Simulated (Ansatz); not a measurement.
**SiC: energy and pressure over a range of volumes**

An exercise on one series of results from a longer session: the logs are not shown, and one member is left open.

Program: Ansatz 0.2.0. Level of theory: DFT PBEsol, scalar-relativistic. These are calculated values, not measurements.

## Starting point

It takes space group P6_3mc (No. 186, hexagonal). The conventional cell has a = 3.076 Å, b = 3.076 Å, c = 5.048 Å, α = 90.00°, β = 90.00°, γ = 120.00°. Si (site symmetry 3m) is surrounded by 4 C at 1.87 to 1.94 Å. C (site symmetry 3m) has 4 Si at 1.87 to 1.94 Å as nearest neighbours.

As a file:

```
CELL_PARAMETERS angstrom
3.07600 0.00000 0.00000
-1.53800 2.66389 0.00000
0.00000 0.00000 5.04800
ATOMIC_POSITIONS crystal
Si 0.33333 0.66667 0.00000
Si 0.66667 0.33333 0.50000
C 0.33333 0.66667 0.38500
C 0.66667 0.33333 0.88500
```

The cell is a deposited one (Crystallography Open Database entry 9008875); the temperature and pressure of the measurement aren't taken into account, and nothing was relaxed.

Atoms are numbered in the order of the input: Si1, Si2, C3, C4.

The first run:

input.yaml reads:

```yaml
crystal:
  lattice:
    - [3.0132051134, 0.0, 0.0]
    - [-1.5066025567, 2.6095121751, 0.0]
    - [0.0, 0.0, 4.9449506768]
  atoms:
    - { symbol: Si, position: [0.3333333333, 0.6666666667, 0.0] }
    - { symbol: Si, position: [0.6666666667, 0.3333333333, 0.5] }
    - { symbol: C, position: [0.3333333333, 0.6666666667, 0.385] }
    - { symbol: C, position: [0.6666666667, 0.3333333333, 0.885] }
kpoints:
  mp_grid: { grid: [15, 15, 8] }
  band_path:
    path:
      - [0.0, 0.0, 0.0]
      - [0.5, 0.0, 0.0]
      - [0.3333333333, 0.3333333333, 0.0]
      - [0.0, 0.0, 0.0]
      - [0.0, 0.0, 0.5]
      - [0.5, 0.0, 0.5]
      - [0.3333333333, 0.3333333333, 0.5]
      - [0.0, 0.0, 0.5]
      - [0.5, 0.0, 0.5]
    npoints: 5
scf:
  occupations: { method: fermi_dirac, width: 0.08 }
hamiltonian:
  xc: pbesol
  pseudopotentials: { kind: all_electron, lapw: { basis_error: 0.001 } }
output:
  forces: true
  stress: true
  eigenvalues: true
```

Launch:

```console
> ansatz run input.yaml --threads 1 --pin off --max-ram 6144MiB --backend cpu --events-out ev --progress --plain --runs-dir out
```

Steps of the session up to this table: Volume × 0.94, LAPW; Volume × 0.94, PAW; Volume × 0.94, crystal datasets; Volume × 0.98, LAPW; Volume × 0.98, PAW; Volume × 0.98, crystal datasets; Volume × 1.01, LAPW; Volume × 1.01, PAW; Volume × 1.01, crystal datasets; Volume × 1.04, LAPW; Volume × 1.04, PAW; Volume × 1.04, crystal datasets.

One of the session's tables, all rows but one given; the rest of the session is left out.

```
          method  volume (Å³/atom)  gap on the k mesh (eV)  largest force (eV/Å)
            LAPW             9.721                    2.05                 0.849
            LAPW            10.134                    2.13                 0.778
            LAPW            10.341                    2.17                 0.746
            LAPW            10.444                    2.19                 0.730
            LAPW            10.755                    2.24                 0.686
             PAW             9.721                    2.05                 0.851
             PAW            10.134                       ?                     ?
             PAW            10.341                    2.17                 0.747
             PAW            10.444                    2.19                 0.732
             PAW            10.755                    2.24                 0.687
crystal datasets             9.721                    2.05                 0.849
crystal datasets            10.134                    2.13                 0.778
crystal datasets            10.341                    2.17                 0.746
crystal datasets            10.444                    2.19                 0.730
crystal datasets            10.755                    2.24                 0.686
```

Estimate the missing values for PAW, 10.134.

The run gave: gap on the k mesh (eV): 2.13; largest force (eV/Å): 0.780.

Caveats from the session: Shape and positions are held, so a fully relaxed modulus can be lower. Warnings in the runs' records: crystal datasets made.
